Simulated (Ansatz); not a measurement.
# HfO2 (Pnma) in Ansatz: relaxation of cell and atoms with RPBE+D4

Aim: the relaxation of cell and atoms of HfO2 with RPBE+D4.

All numbers are computed with Ansatz 0.2.0; they aren't measurements. Logs are shortened: lines on timing, memory, paths and dates and some standing lists are left out, and cuts for length are marked.

## Step 1: The structure

Symmetry: Pnma, No. 62, orthorhombic system. Conventional cell: a = 5.556 Å, b = 3.334 Å, c = 6.505 Å, α = 90.00°, β = 90.00°, γ = 90.00°. Around Hf (site symmetry m) lie 7 O at 2.14 to 2.27 Å. O (site symmetry m) has 4 Hf at 2.14 to 2.17 Å as nearest neighbours. Around O (site symmetry m) lie 3 Hf at 2.16 to 2.27 Å.

Measurements of this composition are mostly on another form, of space group No. 14.

## Step 2: Relaxation of cell and atoms, RPBE+D4

Contents of input.yaml:

```yaml
crystal:
  lattice:
    - [5.556395, 0.0, 0.0]
    - [0.0, 3.333597, 0.0]
    - [0.0, 0.0, 6.504995]
  atoms:
    - { symbol: Hf, position: [0.748682, 0.75, 0.607871] }
    - { symbol: Hf, position: [0.251318, 0.25, 0.392129] }
    - { symbol: Hf, position: [0.248682, 0.75, 0.892129] }
    - { symbol: Hf, position: [0.751318, 0.25, 0.107871] }
    - { symbol: O, position: [0.639499, 0.25, 0.4234] }
    - { symbol: O, position: [0.360501, 0.75, 0.5766] }
    - { symbol: O, position: [0.139499, 0.25, 0.0766] }
    - { symbol: O, position: [0.860501, 0.75, 0.9234] }
    - { symbol: O, position: [0.520794, 0.25, 0.841453] }
    - { symbol: O, position: [0.479206, 0.75, 0.158547] }
    - { symbol: O, position: [0.020794, 0.25, 0.658547] }
    - { symbol: O, position: [0.979206, 0.75, 0.341453] }
hamiltonian:
  xc: rpbe
  pseudopotentials: { kind: paw }
  dispersion: d4
kpoints:
  mp_grid: { grid: [5, 8, 4] }
scf:
  occupations: { method: fermi_dirac, width: 0.05 }
output:
  forces: true
  stress: true
  eigenvalues: true
  write_density: true
  write_potential: true
  elf: true
  volumetric_format: npy
relax:
  f_tol: 0.01
  max_steps: 40
  cell: { stress_tol: 0.05 }
```

Potentials or basis: Ansatz PAW.

On the command line:

```bash
> ansatz run input.yaml --threads 4 --pin off --max-ram 11264MiB --backend cpu --events-out ev --progress --plain --runs-dir out
```

Output:

```text
Warning: RAYON_NUM_THREADS=4 ignored (pool sized by the plan → 4); use --threads N
Engine: ansatz 0.2.0, aarch64-unknown-linux-gnu
Pseudopotentials: kind: paw
Pseudopotential: Hf, paw, valence charge 26, recommended cutoff 420 eV (normal), Hf.paw.azcp
Pseudopotential: O, paw, valence charge 6, recommended cutoff 420 eV (normal), O.paw.azcp
Functional definition: RPBE
  parameter kappa = 0.804
  parameter beta = 0.06672455060314922
  exchange = rpbe_x(kappa = kappa, mu = beta*pi^2/3)
  correlation = pbe_c(beta = beta)
Crystal: 12 atoms, lattice volume = 120.491 Å³
Basis set: ecut = 420 eV, 2361 PW (Γ), exchange–correlation on 80×48×90 points (8 copies of the dense FFT grid, shifted against one another)
Bands: 92, of which v1, the nominal top of the filled ones, is band 76 counted from 1 (75 counted from 0)
Symmetry: 8 space group operations
[... 115 lines left out ...]
        0.027354       0.000000       0.000000
        0.000000      -0.006915       0.000000
        0.000000       0.000000      -0.019030
  P = ⅓ Tr σ = 0.0005 GPa (0.005 kbar)
--- Band table (eV; the first three rows and the last of 45) ---
  k-point 0: bands = ["-43.2592", "-43.2410", "-43.2407", "-43.2366", "-12.3194", "-12.1760", "-12.1172", "-12.0115", "-11.9368", "-11.8809", "-11.8622", "-11.7916", "-11.7841", "-11.7710", "-11.7619", "-11.7428", "-1.3315", "0.2867", "0.2923", "0.8064", "1.1224", "1.1427", "1.2011", "1.3907", "6.8503", "6.8676", "6.8713", "6.8751", "6.8787", "6.8790", "6.8818", "6.8852", "6.8863", "6.8869", "6.8882", "6.8938", "6.8955", "6.8961", "6.9002", "6.9039", "6.9040", "6.9073", "6.9163", "6.9192", "6.9219", "6.9271", "6.9283", "6.9300", "6.9348", "6.9459", "6.9584", "6.9611", "12.3838", "12.4615", "12.9135", "13.0570", "13.1795", "13.6107", "13.6185", "13.6621", "13.9878", "14.1861", "14.2161", "14.4145", "14.9648", "15.1288", "15.1364", "15.6044", "15.7179", "15.9968", "16.3018", "16.7082", "16.7370", "17.2070", "17.4844", "17.5319", "21.0542", "21.9532", "22.0464", "22.5810", "23.2192", "23.3923", "23.4742", "24.1438", "24.2552", "24.3292", "24.4677", "24.6369", "24.6935", "25.1483", "25.2110", "25.4233"]
  k-point 1: bands = ["-43.2573", "-43.2462", "-43.2376", "-43.2364", "-12.2871", "-12.1332", "-12.0946", "-12.0741", "-11.9280", "-11.8663", "-11.8534", "-11.8376", "-11.8049", "-11.7683", "-11.7603", "-11.7564", "-1.1438", "-0.0571", "0.3823", "0.7704", "1.1818", "1.1991", "1.2078", "1.3710", "6.8518", "6.8656", "6.8739", "6.8756", "6.8797", "6.8820", "6.8841", "6.8864", "6.8901", "6.8909", "6.8910", "6.8942", "6.8947", "6.8955", "6.8998", "6.9017", "6.9089", "6.9101", "6.9102", "6.9136", "6.9219", "6.9229", "6.9267", "6.9269", "6.9306", "6.9407", "6.9648", "6.9709", "12.2268", "12.3330", "12.7777", "12.8477", "13.3127", "13.4443", "13.8051", "13.9628", "14.0504", "14.1828", "14.5594", "14.7114", "14.7693", "15.0897", "15.2347", "15.4171", "15.6942", "16.1192", "16.4132", "16.5638", "16.9348", "17.1016", "17.2000", "17.3584", "21.3680", "22.0272", "22.1048", "22.6870", "23.0328", "23.1624", "23.2738", "23.5458", "24.4241", "24.4665", "24.5732", "24.8883", "24.9033", "25.0013", "25.3578", "25.6329"]
  k-point 2: bands = ["-43.2524", "-43.2524", "-43.2364", "-43.2364", "-12.2032", "-12.2032", "-12.0309", "-12.0309", "-11.9609", "-11.9609", "-11.8308", "-11.8308", "-11.7980", "-11.7980", "-11.7627", "-11.7627", "-0.6535", "-0.6535", "0.5876", "0.5876", "1.2125", "1.2125", "1.3093", "1.3093", "6.8574", "6.8574", "6.8769", "6.8769", "6.8843", "6.8843", "6.8897", "6.8897", "6.8900", "6.8900", "6.8934", "6.8934", "6.8938", "6.8938", "6.9030", "6.9030", "6.9061", "6.9061", "6.9138", "6.9138", "6.9228", "6.9228", "6.9260", "6.9260", "6.9271", "6.9271", "6.9737", "6.9737", "12.1546", "12.1546", "12.6744", "12.6744", "13.6627", "13.6627", "13.7380", "13.7380", "14.1827", "14.1827", "14.6753", "14.6753", "14.9527", "14.9527", "15.6276", "15.6276", "15.9588", "15.9588", "16.2566", "16.2566", "16.9838", "16.9838", "17.1450", "17.1450", "21.8891", "21.8891", "22.6256", "22.6256", "22.8783", "22.8783", "22.9751", "22.9751", "24.4844", "24.4844", "24.6290", "24.6290", "25.4341", "25.4341", "25.7407", "25.7407"]
  k-point 44: bands = ["-43.2347", "-43.2347", "-43.2313", "-43.2313", "-12.2932", "-12.2932", "-12.2507", "-12.2507", "-11.9400", "-11.9400", "-11.9372", "-11.9372", "-11.8508", "-11.8508", "-11.8223", "-11.8223", "0.3592", "0.3592", "0.4370", "0.4370", "1.0409", "1.0409", "1.0437", "1.0437", "6.8679", "6.8679", "6.8686", "6.8686", "6.8890", "6.8890", "6.8899", "6.8899", "6.8927", "6.8927", "6.8984", "6.8984", "6.9029", "6.9029", "6.9062", "6.9062", "6.9111", "6.9111", "6.9137", "6.9137", "6.9231", "6.9231", "6.9301", "6.9301", "6.9369", "6.9369", "6.9387", "6.9387", "12.1156", "12.1156", "12.2877", "12.2877", "13.0583", "13.0583", "13.1390", "13.1390", "14.1574", "14.1574", "14.6561", "14.6561", "15.9068", "15.9068", "15.9494", "15.9494", "16.2448", "16.2448", "16.3387", "16.3387", "16.7675", "16.7675", "16.8376", "16.8376", "23.1648", "23.1648", "23.6322", "23.6322", "23.7946", "23.7946", "23.9675", "23.9675", "24.8099", "24.8099", "25.1500", "25.1500", "25.4609", "25.4609", "25.4622", "25.4622"]
--- Relaxed structure (4 steps of the walk, 4 accepted, 2 SCFs on fresh bases) ---
  F+E_penalty+E_count = -67513.14705533 eV   max|allowed force component| = 5.776e-3 eV/Å   (the final SCF, on the basis selected at the relaxed cell)
  cell:  # Å, volume = 120.6557 Å³
    - [5.556976988803831, 0.0, 0.0]
    - [0.0, 3.3373318894824298, 0.0]
    - [0.0, 0.0, 6.505939029845799]
  atoms:
    - { symbol: Hf, position: [0.7488713813549303, 0.7500000000000001, 0.6078382494263026] }
    - { symbol: Hf, position: [0.2511286186450699, 0.25, 0.3921617505736975] }
    - { symbol: Hf, position: [0.2488713813549301, 0.7500000000000001, 0.8921617505736975] }
    - { symbol: Hf, position: [0.75112861864507, 0.25, 0.10783824942630248] }
    - { symbol: O, position: [0.6397264271716913, 0.25, 0.4234044676693312] }
    - { symbol: O, position: [0.36027357282830885, 0.7500000000000001, 0.576595532330669] }
    - { symbol: O, position: [0.13972642717169126, 0.25, 0.07659553233066885] }
    - { symbol: O, position: [0.8602735728283089, 0.7500000000000001, 0.9234044676693312] }
    - { symbol: O, position: [0.5208926221939872, 0.25, 0.8409805421159288] }
    - { symbol: O, position: [0.4791073778060127, 0.7500000000000001, 0.15901945788407135] }
    - { symbol: O, position: [0.020892622193987312, 0.25, 0.6590194578840715] }
    - { symbol: O, position: [0.9791073778060128, 0.7500000000000001, 0.34098054211592865] }
```

v_z.tsv:

```text
# z_ang	v_es[eV]	v_tot[eV]
# format = ansatz-planar-average/11
# xc	rpbe
# density_cutoff_ev	1680
# datasets	Hf=:simpson_from_first_knot:soft:shift=426175	O=:simpson_from_first_knot:soft:shift=155083
# lattice	5.556976989	0.000000000	0.000000000
# lattice	0.000000000	3.337331889	0.000000000
# lattice	0.000000000	0.000000000	6.505939030
# sites	12
# site	72	4.161461034	2.502998917	3.954558591
# site	72	1.395515955	0.834332972	2.551380439
# site	72	1.382972539	2.502998917	5.804349954
# site	72	4.174004449	0.834332972	0.701589076
# site	8	3.554945035	0.834332972	2.754643652
# site	8	2.002031954	2.502998917	3.751295378
# site	8	0.776456541	0.834332972	0.498325863
# site	8	4.780520448	2.502998917	6.007613167
# site	8	2.894588315	0.834332972	5.471368132
# site	8	2.662388674	2.502998917	1.034570898
# site	8	0.116099821	0.834332972	4.287540412
# site	8	5.440877168	2.502998917	2.218398617
0.000000	1.061792e1	-1.724568e0
0.144576	1.052646e1	-1.894698e0
0.289153	1.005121e1	-2.656802e0
0.433729	9.208095e0	-3.960938e0
0.578306	8.513424e0	-5.027200e0
0.722882	8.329079e0	-5.328017e0
[... 37 lines left out ...]
6.216786	1.005121e1	-2.656802e0
6.361363	1.052646e1	-1.894698e0
```

It took 66 s on 4 threads of Arm Neoverse V1, shared host; peak memory 0.8 GiB.

Results:

* Free energy: -67513.1471 eV
* Relaxed volume: 10.05 Å³/atom
* Relaxed cell: a = 5.557 Å, b = 3.337 Å, c = 6.506 Å, α = 90.00°, β = 90.00°, γ = 90.00°
* Space group after relaxing (to 0.05 Å): Pnma (No. 62)
* Energy gained by relaxing: 0.1 meV/atom
* Ionic steps: 6
* Pressure after relaxing: 0.0 GPa
* Largest force after relaxing: 0.006 eV/Å
* Band gap on the k mesh: 3.52 eV, direct

Forces in eV/Å, atoms in the order of the input:
```
Hf   0.001  0.000  0.006
Hf  -0.001  0.000 -0.006
Hf   0.001  0.000 -0.006
Hf  -0.001  0.000  0.006
O    0.003  0.000 -0.002
O   -0.003  0.000  0.002
O    0.003  0.000  0.002
O   -0.003  0.000 -0.002
O    0.001  0.000 -0.002
O   -0.001  0.000  0.002
O    0.001  0.000  0.002
O   -0.001  0.000 -0.002
```

The path:
```tsv
step	energy change (eV)	largest force (eV/Å)	volume (Å³)
1	0.0000	0.0502	120.49
2	0.0007	0.0492	120.63
3	0.0002	0.0084	120.66
4	-0.0007	0.0085	120.66
5	-0.0007	0.0058	120.66
6	-0.0007	0.0058	120.66
```

Final structure:
```
Hf O
1.0
     5.55698    0.00000    0.00000
     0.00000    3.33733    0.00000
     0.00000    0.00000    6.50594
Hf O
4 8
Direct
  0.74887 0.75000 0.60784
  0.25113 0.25000 0.39216
  0.24887 0.75000 0.89216
  0.75113 0.25000 0.10784
  0.63973 0.25000 0.42340
  0.36027 0.75000 0.57660
  0.13973 0.25000 0.07660
  0.86027 0.75000 0.92340
  0.52089 0.25000 0.84098
  0.47911 0.75000 0.15902
  0.02089 0.25000 0.65902
  0.97911 0.75000 0.34098
```

Caveat: odd divisions of the mesh miss points on the zone boundary, where band edges often lie, so the gap on the mesh can be too wide; the plane-wave basis is chosen anew once the cell has moved, so the energies of steps on either side of that aren't comparable; the pressure holds a Pulay correction of +0.8 GPa for the finite cutoff; spin-orbit coupling is left out, which moves the levels of the heavy elements; the PAW data sets come from PBE, with cores solved anew for the run's functional, which leaves a small shift of forces and pressure. As with any semilocal functional, this RPBE gap is likely too small.
